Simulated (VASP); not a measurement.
# Sn5H2 in VASP: single point with PBEsol

Aim: the single point of Sn5H2 with PBEsol.

Everything below comes from runs of VASP 6.6.1. Logs are shortened: lines on timing, memory, paths and dates and some standing lists are left out, and cuts for length are marked.

## (1) Starting point

The cell holds a slab with vacuum, 14 atoms: a = 9.251 Å, b = 4.626 Å, c = 20.408 Å, α = 90.00°, β = 90.00°, γ = 90.00°.

## (2) Single point, PBEsol

Input file INCAR:

```
PREC = Accurate ; ENCUT = 520
EDIFF = 1E-6 ; ISMEAR = 0
SIGMA = 0.05 ; LREAL = F
LASPH = T ; NELM = 100
ALGO = Fast ; ISIF = 2
LWAVE = F ; LCHARG = T
LDIPOL = T ; IDIPOL = 3
DIPOL = 0.5 0.5 0.344 ; GGA = PS
LELF = T ; LVHAR = T
LVACPOTAV = T ; NBANDS = 85
```

Input file KPOINTS:

```
Automatic mesh
0
Gamma
  3 6 1
```

Input file POSCAR:

```
Sn5H2
1.0
    9.2511606991      0.0000000000      0.0000000000
    0.0000000000      4.6255803495      0.0000000000
    0.0000000000      0.0000000000     20.4076949379
Sn H
10 4
Direct
    0.5000000000      0.0000000000      0.2457963278
    0.0000000000      0.0000000000      0.2457963278
    0.7500000000      0.0000000000      0.3259322579
    0.2500000000      0.0000000000      0.3259322579
    0.7500000000      0.5000000000      0.4073620423
    0.2500000000      0.5000000000      0.4040178110
    0.0017760294      0.5000000000      0.4865142757
    0.4982239706      0.5000000000      0.4865142757
    0.0958580814      0.0000000000      0.5515376036
    0.4041419186      0.0000000000      0.5515376036
    0.5092148627      0.3035343313      0.1962100729
    0.5092148627     -0.3035343313      0.1962100729
   -0.0092148627     -0.3035343313      0.1962100729
   -0.0092148627      0.3035343313      0.1962100729
```

Potentials or basis: VASP PAW PBE potentials, release 64 (Sn_d, H).

The run is started by

```console
cat potpaw_PBE.64/Sn_d/POTCAR potpaw_PBE.64/H/POTCAR > POTCAR
mpirun -np 1 vasp_std > vasp.out
```

OUTCAR:

```text
PREC = Accurate
   ENCUT = 520
   EDIFF = 1E-6
   ISMEAR = 0
   LREAL = F
   LASPH = T
   NELM = 100
   ISIF = 2
   GGA = PS

 ion  position               nearest neighbor table
   1  0.500  0.000  0.246-  11 1.73  12 1.73   3 2.83   4 2.83
   2  0.000  0.000  0.246-  13 1.73  14 1.73   3 2.83   4 2.83
   3  0.750  0.000  0.326-   1 2.83   2 2.83   5 2.85   5 2.85
   4  0.250  0.000  0.326-   6 2.81   6 2.81   1 2.83   2 2.83
   5  0.750  0.500  0.407-   7 2.83   8 2.83   3 2.85   3 2.85
   6  0.250  0.500  0.404-   4 2.81   4 2.81   8 2.85   7 2.85
   7  0.002  0.500  0.487-   9 2.80   9 2.80   5 2.83   6 2.85
   8  0.498  0.500  0.487-  10 2.80  10 2.80   5 2.83   6 2.85
   9  0.096  0.000  0.552-   7 2.80   7 2.80  10 2.85
  10  0.404  0.000  0.552-   8 2.80   8 2.80   9 2.85
  11  0.509  0.304  0.196-   1 1.73
  12  0.509  0.696  0.196-   1 1.73
  13  0.991  0.696  0.196-   2 1.73
  14  0.991  0.304  0.196-   2 1.73

  LATTYP: Found a simple orthorhombic cell.
 ALAT       =     4.6255803495
 B/A-ratio  =     2.0000000000
 C/A-ratio  =     4.4119209690

  Lattice vectors:

 A1 = (   0.0000000000,  -4.6255803495,   0.0000000000)
 A2 = (   9.2511606991,   0.0000000000,   0.0000000000)
 A3 = (   0.0000000000,   0.0000000000,  20.4076949379)

Analysis of symmetry for initial positions (statically):
=====================================================================
 Subroutine PRICEL returns:
 Original cell was already a primitive cell.

 Routine SETGRP: Setting up the symmetry group for a
 simple orthorhombic supercell.

 Subroutine GETGRP returns: Found  4 space group operations
 (whereof  2 operations were pure point group operations)
 out of a pool of  8 trial point group operations.

The static configuration has the point symmetry C_1h.
 The point group associated with its full space group is C_2v.

Analysis of symmetry for dynamics (positions and initial velocities):
=====================================================================
 Subroutine PRICEL returns:
 Original cell was already a primitive cell.

 Routine SETGRP: Setting up the symmetry group for a
 simple orthorhombic supercell.

 Subroutine GETGRP returns: Found  4 space group operations
[... 128 lines left out ...]
   IALGO  =     68    algorithm
   IMIX   =      4    mixing-type and parameters
     AMIX     =   0.40;   BMIX     =  1.00
     AMIX_MAG =   1.60;   BMIX_MAG =  1.00
  volume/ion in A,a.u.               =      62.38       420.94
  Fermi-wavevector in a.u.,A,eV,Ry     =   0.897725  1.696455 10.965084  0.805911
  Thomas-Fermi vector in A             =   2.020346
   LORBIT       =      0    0 simple, 1 ext, 2 COOP (PROOUT), +10 PAW based schemes
   GGA     = PS    functional components
   LHFCALC =     F    Hartree Fock is set to
   AEXX    =    0.0000 exact exchange contribution
   IVDW    =     0    specifies the selected vdW correction
   LEPSILON=     F    determine dielectric tensor
   LRPA    =     F    only Hartree local field effects (RPA)
 non-spin polarized calculation
 RMM-DIIS sequential band-by-band and
 Gauss-broadening in eV      SIGMA  =   0.05
  energy-cutoff  :      520.00
  volume of cell :      873.29
 maximum number of plane-waves:     23549
 NGX is ok and might be reduce to    70
   NGX = 35   NGY = 17   NGZ = 75

 dipolmoment           0.000000      0.000000      0.015717 electrons x Angstroem

 number of electron     143.9999976 magnetization

 dipolmoment           0.000000      0.000000     -0.050799 electrons x Angstroem

 Free energy of the ion-electron system (eV)
  ---------------------------------------------------
  ext. energy  EPLUGINS =         0.00000000
  ---------------------------------------------------
  free energy    TOTEN  =       -51.58752491 eV

  energy without entropy =      -51.57936821  energy(sigma->0) =      -51.58344656

 E-fermi :  -0.6450     XC(G=0):  -4.3673

 val. band max:       -0.6589627727   @ k =   0.0000   0.3333   0.0000
 cond. band min:      -0.6244741467   @ k =   0.3333   0.0000   0.0000
 fundamental gap:      0.0344886261
 Fermi energy:        -0.6449844919

 k-point     1 :       0.0000    0.0000    0.0000
  band No.  band energies     occupation
      1     -22.1127      2.00000
      2     -22.1111      2.00000
      3     -22.0937      2.00000
      4     -22.0183      2.00000
      5     -22.0127      2.00000
      6     -21.9886      2.00000
[... 685 lines left out ...]
     83       2.9412      0.00000
     84       3.4167      0.00000
 [bands above 84 left out]

------------------------ aborting loop because EDIFF is reached ----------------------------------------

  FORCE on cell =-STRESS in cart. coord.  units (eV):
  Direction    XX          YY          ZZ          XY          YZ          ZX
  --------------------------------------------------------------------------------------
  -------------------------------------------------------------------------------------
  Total       -1.4376046      2.5827414     -0.7774589      0.0000000      0.0000000      0.0000000
  in kB       -2.6375071      4.7384368     -1.4263680      0.0000000      0.0000000      0.0000000
  external PRESSURE =       0.2248539 kB  Pullay stress =       0.0000000 kB

 VOLUME and BASIS-vectors are now :
 -----------------------------------------------------------------------------
  energy-cutoff  :      520.00
  volume of cell :      873.29
      direct lattice vectors                 reciprocal lattice vectors
     9.251160699  0.000000000  0.000000000     0.108094544  0.000000000  0.000000000
     0.000000000  4.625580349  0.000000000     0.000000000  0.216189089  0.000000000
     0.000000000  0.000000000 20.407694938     0.000000000  0.000000000  0.049001124

 POSITION                                       TOTAL-FORCE (eV/Angst)
 -----------------------------------------------------------------------------------
      4.62558      0.00000      5.01614        -0.059290      0.000000      0.146195
      0.00000      0.00000      5.01614         0.059290      0.000000      0.146195
      6.93837      0.00000      6.65153         0.000000      0.000000      0.047961
      2.31279      0.00000      6.65153         0.000000      0.000000     -0.366813
      6.93837      2.31279      8.31332         0.000000      0.000000     -0.000520
      2.31279      2.31279      8.24507         0.000000      0.000000     -0.003207
      0.01643      2.31279      9.92863        -0.003208      0.000000     -0.009561
      4.60915      2.31279      9.92863         0.003208      0.000000     -0.009561
      0.88680      0.00000     11.25561         0.014316      0.000000      0.005463
      3.73878      0.00000     11.25561        -0.014316      0.000000      0.005463
      4.71083      1.40402      4.00420         0.000689     -0.017155      0.009596
      4.71083      3.22156      4.00420         0.000689      0.017155      0.009596
      9.16591      3.22156      4.00420        -0.000689      0.017155      0.009596
      9.16591      1.40402      4.00420        -0.000689     -0.017155      0.009596
 -----------------------------------------------------------------------------------
    total drift:                               -0.000000      0.000000     -0.000227

  FREE ENERGIE OF THE ION-ELECTRON SYSTEM (eV)
  ---------------------------------------------------
  free  energy   TOTEN  =       -51.5875249123 eV

  energy  without entropy=      -51.5793682065  energy(sigma->0) =      -51.58344656

 vacuum level on the upper side and lower side of the slab         3.759         3.975
```

OSZICAR:

```text
N       E                     dE             d eps       ncg     rms          rms(c)
DAV:   1     0.132864463291E+04    0.13286E+04   -0.69510E+04  1552   0.173E+03
DAV:   2     0.122935761774E+03   -0.12057E+04   -0.11806E+04  1456   0.432E+02
DAV:   3    -0.422756922104E+02   -0.16521E+03   -0.16208E+03  1508   0.190E+02
[... 13 lines left out ...]
RMM:  17    -0.515873063162E+02   -0.14139E-03   -0.22266E-05  1351   0.157E-02    0.301E-03
RMM:  18    -0.515874491303E+02   -0.14281E-03   -0.14225E-05  1340   0.101E-02    0.220E-03
RMM:  19    -0.515875004720E+02   -0.51342E-04   -0.53574E-06  1253   0.752E-03    0.116E-03
RMM:  20    -0.515875212451E+02   -0.20773E-04   -0.30216E-06  1099   0.516E-03    0.726E-04
RMM:  21    -0.515875242239E+02   -0.29787E-05   -0.10675E-06  1023   0.381E-03    0.522E-04
RMM:  22    -0.515875249123E+02   -0.68843E-06   -0.38540E-07   928   0.282E-03
   1 F= -.51587525E+02 E0= -.51583447E+02  d E =-.815671E-02
```

stdout:

```text
POSCAR found type information on POSCAR SnH
 POSCAR found :  2 types and      14 ions
 scaLAPACK will be used
 -----------------------------------------------------------------------------
|                                                                             |
[... 24 lines left out ...]
|     field-free region was found. Please increase the size of  your cell     |
|     in the dimension of the dipole correction to obtain accurate            |
|     workfunction values.                                                    |
|                                                                             |
 -----------------------------------------------------------------------------
```

Run time: 17 min. Hardware: 1 thread of Intel Xeon 6975P-C (Granite Rapids), shared host; peak memory 1 GiB.

What came out:

* Free energy: -51.5875 eV
* Largest force: 0.367 eV/Å
* Band gap on the k mesh: none (metal or under the smearing width)
* Work function of the upper face: 4.40 eV
* Work function of the lower face: 4.62 eV

Forces on the atoms (eV/Å):
```
Sn  -0.059  0.000  0.146
Sn   0.059  0.000  0.146
Sn   0.000  0.000  0.048
Sn   0.000  0.000 -0.367
Sn   0.000  0.000 -0.001
Sn   0.000  0.000 -0.003
Sn  -0.003  0.000 -0.010
Sn   0.003  0.000 -0.010
Sn   0.014  0.000  0.005
Sn  -0.014  0.000  0.005
H    0.001 -0.017  0.010
H    0.001  0.017  0.010
H   -0.001  0.017  0.010
H   -0.001 -0.017  0.010
```

Caveat: the PAW data sets were made with another functional, which shifts forces and pressure a little.
